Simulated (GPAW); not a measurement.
# Si (P6/mmm) in GPAW: settings compared, part 2 of 2

GPAW 26.7.0. The steps go on from the part before.

## 4. Relaxation of cell and atoms, PBEsol

Contents of run.py:

```python
from ase.filters import FrechetCellFilter
from ase.io import read, write
from ase.optimize import BFGS
from gpaw import GPAW, PW, setup_paths

setup_paths.insert(0, '.')

atoms = read('POSCAR')

calc = GPAW(mode=PW(600),
            xc='PBEsol',
            kpts={'size': (8, 8, 10), 'gamma': True},
            occupations={'name': 'fermi-dirac', 'width': 0.05},
            nbands=11,
            convergence={'density': 1e-05, 'forces': 0.0001},
            maxiter=150,
            txt='gpaw.txt')
atoms.calc = calc
opt = BFGS(FrechetCellFilter(atoms), trajectory='relax.traj', logfile='-')
done = opt.run(fmax=0.02, steps=100)
calc.write('gs.gpw')
write('result.traj', atoms)
print('Converged:', done)
print('Cell:', atoms.cell.cellpar().round(4))
print('Volume:', round(atoms.get_volume(), 4))
print(atoms.get_scaled_positions().round(5))
```

Contents of POSCAR:

```
Si
1.0
    4.1209498811      0.0000000000      0.0000000000
   -2.0604749406      3.5688472848      0.0000000000
    0.0000000000      0.0000000000      2.6547900000
Si
2
Direct
    0.3333300000      0.6666700000      0.5000000000
    0.6666633333      0.3333366667      0.5000000000
```

Potentials or basis: PAW data sets generated in the run's folder for this functional, pw.

The run is started by

```bash
$ gpaw-setup -f PBEsol Si
$ OMP_NUM_THREADS=1 python run.py
```

gpaw.txt:

```text
__  _  _
 | _ |_)|_||  |
 |__||  | ||/\| - 26.7.0

Input parameters:
  mode=PW(ecut=600.0),
  convergence={'density': 1e-05, 'forces': 0.0001},
  kpts=MonkhorstPack(size=(8, 8, 10), gamma=True),
  maxiter=150,
  nbands=11,
  occupations=Occupations(name='fermi-dirac', width=0.05),
  xc=XC(name='PBEsol')

Diagonalizing LCAO Hamiltonian
Converting LCAO to pw mode

        Si  Si

Atoms  # Å, Bohr magnetons
|   | symbol |         x |        y |        z |    initial magnetic moments |
|---|--------|-----------|----------|----------|-----------------------------|
| 0 |     Si | -0.000021 | 2.379243 | 1.327395 | ( 0.0000,  0.0000,  0.0000) |
| 1 |     Si |  2.060454 | 1.189628 | 1.327395 | ( 0.0000,  0.0000,  0.0000) |

Unit cell  # Å
| periodic |         x |        y |        z |  lengths |     angles |
|----------|-----------|----------|----------|----------|------------|
|      yes |  4.120950 | 0.000000 | 0.000000 | 4.120950 |  90.000000 |
|      yes | -2.060475 | 3.568847 | 0.000000 | 4.120950 |  90.000000 |
|      yes |  0.000000 | 0.000000 | 2.654790 | 2.654790 | 120.000000 |

Number of symmetries: 4
Symmetry operations  # r_c * U_cc + t_c -> r_c
|   | kind |            matrix            |
|---|------|------------------------------|
| 0 |  E   |  1, 0, 0,  0, 1, 0,  0, 0, 1 |
| 1 |  σ   |  1, 0, 0,  0, 1, 0,  0, 0,-1 |
| 2 |  σ   |  0,-1, 0, -1, 0, 0,  0, 0, 1 |
| 3 |  C2  |  0,-1, 0, -1, 0, 0,  0, 0,-1 |
[... 109 lines left out ...]
SCF iterations
|iter     | |      energy | eigst |  dens |force |
|---------|-|-------------|-------|-------|------|
|iter:   1| |  -10.836716 | -0.05 |       |      |
|iter:   2| |  -10.834801 | -2.44 | -0.95 |      |
|iter:   3| |  -10.782112 | -2.60 | -0.98 |      |
|iter:   4| |  -10.780310 | -3.39 | -1.54 |      |
|iter:   5| |  -10.780471c| -5.23 | -2.34 |      |
|iter:   6| |  -10.780477c| -6.76 | -3.17 |      |
|iter:   7| |  -10.780478c| -7.89c| -3.80 |      |
|iter:   8| |  -10.780478c| -7.57c| -4.24 |      |
|iter:   9| |  -10.780478c| -8.35c| -4.86 |      |
|iter:  10| |  -10.780478c| -9.56c| -5.66c|      |
|iter:  11| |  -10.780478c|-10.67c| -6.30c|-5.44c|

Converged in 11 steps
Energy contributions relative to reference atoms: (reference = -15743.393420)

Energy contributions:
  Kinetic:          11.051748
  Coulomb:          -9.411127
  Zero:             -0.025962
  External:          0.000000
[... 183 lines left out ...]
|iter:   6| |  -10.782118c| -8.86c| -5.05c|      |
|iter:   7| |  -10.782118c| -9.83c| -5.55c|-6.53c|

Converged in 7 steps
Energy contributions relative to reference atoms: (reference = -15743.393420)

Energy contributions:
  Kinetic:          11.389225
  Coulomb:          -9.669702
  Zero:             -0.026375
  External:          0.000000
  Xc:              -12.472163
  Entropy:          -0.006206
  Spinorbit:         0.000000
  ----------------------------
  Free energy:     -10.785221
  Extrapolated:    -10.782118
[... 19 lines left out ...]
No gap
No difference between direct/indirect transitions

Stress tensor  # eV/Ang^3
|        x |        y |        z |
|----------|----------|----------|
| 0.006124 | 0.000000 | 0.000000 |
| 0.000000 | 0.006124 | 0.000000 |
| 0.000000 | 0.000000 | 0.011721 |

Forces  # eV/Ang
|        x |        y |       z |
|----------|----------|---------|
| -0.00000 |  0.00000 | 0.00000 |  # Si   0
|  0.00000 | -0.00000 | 0.00000 |  # Si   1

Interpolating wave functions to new cell

        Si  Si

Atoms  # Å, Bohr magnetons
|   | symbol |         x |        y |        z |    initial magnetic moments |
|---|--------|-----------|----------|----------|-----------------------------|
| 0 |     Si | -0.000021 | 2.367138 | 1.314533 | ( 0.0000,  0.0000,  0.0000) |
| 1 |     Si |  2.049971 | 1.183575 | 1.314533 | ( 0.0000,  0.0000,  0.0000) |

Unit cell  # Å
| periodic |         x |         y |         z |  lengths |     angles |
|----------|-----------|-----------|-----------|----------|------------|
|      yes |  4.099984 | -0.000000 | -0.000000 | 4.099984 |  90.000000 |
|      yes | -2.049992 |  3.550690 |  0.000000 | 4.099984 |  90.000000 |
|      yes |  0.000000 | -0.000000 |  2.629067 | 2.629067 | 120.000002 |

Number of symmetries: 4
Symmetry operations  # r_c * U_cc + t_c -> r_c
|   | kind |            matrix            |
|---|------|------------------------------|
| 0 |  E   |  1, 0, 0,  0, 1, 0,  0, 0, 1 |
| 1 |  σ   |  1, 0, 0,  0, 1, 0,  0, 0,-1 |
| 2 |  σ   |  0,-1, 0, -1, 0, 0,  0, 0, 1 |
| 3 |  C2  |  0,-1, 0, -1, 0, 0,  0, 0,-1 |
[... 109 lines left out ...]
SCF iterations
|iter     | |      energy | eigst |  dens |force |
|---------|-|-------------|-------|-------|------|
|iter:   1| |  -10.786565 | -2.63 |       |      |
|iter:   2| |  -10.786342 | -5.45 | -2.01 |      |
|iter:   3| |  -10.784795c| -4.38 | -2.03 |      |
|iter:   4| |  -10.784721c| -5.37 | -2.76 |      |
|iter:   5| |  -10.784719c| -6.45 | -3.41 |      |
|iter:   6| |  -10.784719c| -7.74c| -4.47 |      |
|iter:   7| |  -10.784719c| -8.72c| -4.98 |      |
|iter:   8| |  -10.784719c| -9.61c| -5.60c|      |
|iter:   9| |  -10.784719c|-10.34c| -6.48c|-6.87c|

Converged in 9 steps
Energy contributions relative to reference atoms: (reference = -15743.393420)

Energy contributions:
  Kinetic:          12.666062
  Coulomb:         -10.647653
  Zero:             -0.027888
  External:          0.000000
  Xc:              -12.772094
  Entropy:          -0.006293
  Spinorbit:         0.000000
  ----------------------------
  Free energy:     -10.787865
  Extrapolated:    -10.784719
[... 19 lines left out ...]
No gap
No difference between direct/indirect transitions

Stress tensor  # eV/Ang^3
|         x |         y |        z |
|-----------|-----------|----------|
| -0.000402 |  0.000000 | 0.000000 |
|  0.000000 | -0.000402 | 0.000000 |
|  0.000000 |  0.000000 | 0.000026 |

Forces  # eV/Ang
|        x |        y |       z |
|----------|----------|---------|
|  0.00000 | -0.00000 | 0.00000 |  # Si   0
| -0.00000 |  0.00000 | 0.00000 |  # Si   1

# Writing to gs.gpw (mode='')
```

Wall time 39 s (1 thread of Intel Xeon 6975P-C (Granite Rapids), shared host); peak memory 0.23 GiB.

Results:

| Quantity | Value |
| --- | --- |
| Free energy | -10.7879 eV |
| Relaxed volume | 19.14 Å³/atom |
| Relaxed cell | a = 4.100 Å, b = 4.100 Å, c = 2.629 Å, α = 90.00°, β = 90.00°, γ = 120.00° |
| Space group after relaxing (to 0.05 Å) | P6/mmm (No. 191) |
| Energy gained by relaxing | 2.1 meV/atom |
| Ionic steps | 3 |
| Pressure after relaxing | 0.0 GPa |
| Band gap on the k mesh | none (metal or under the smearing width) |

The path:
| step | energy change (eV) | largest force (eV/Å) | pressure (GPa) | volume (Å³) |
| --- | --- | --- | --- | --- |
| 1 | 0.0000 | 0.0000 | -1.62 | 39.04 |
| 2 | -0.0016 | 0.0000 | -1.28 | 38.88 |
| 3 | -0.0042 | 0.0000 | 0.04 | 38.27 |

Final structure:
```
Si
1.0
     4.09998    0.00000    0.00000
    -2.04999    3.55069    0.00000
     0.00000    0.00000    2.62907
Si
2
Direct
  0.33333 0.66667 0.50000
  0.66666 0.33334 0.50000
```

Caveat: later steps reuse the first step's grids.

## 5. The runs side by side

```csv
level,potentials or basis,optimizer,fmax,max steps,gap on the mesh (eV),pressure (GPa),relaxed volume (Å³/atom)
PBE,"GPAW PAW data sets (gpaw-data 1.2.1), pw",FIRE,0.05 eV/Å,40,none,0.2,19.55
LDA,"the program's PAW data sets (release 1.2.1) made for this functional, pw",LBFGS,0.01 eV/Å,100,none,0.0,18.84
PBEsol,"PAW data sets generated in the run's folder for this functional, pw",BFGS,0.02 eV/Å,100,none,0.0,19.14
```

Alike in all rows: task relaxation of cell and atoms; no spin polarisation; cell relaxed; k mesh 8 × 8 × 10; cutoff (eV) 600; smearing fermi-dirac 0.05 eV.

Caveats: later steps reuse the first step's grids.

Absolute energies hang on the potentials; compare differences alone.
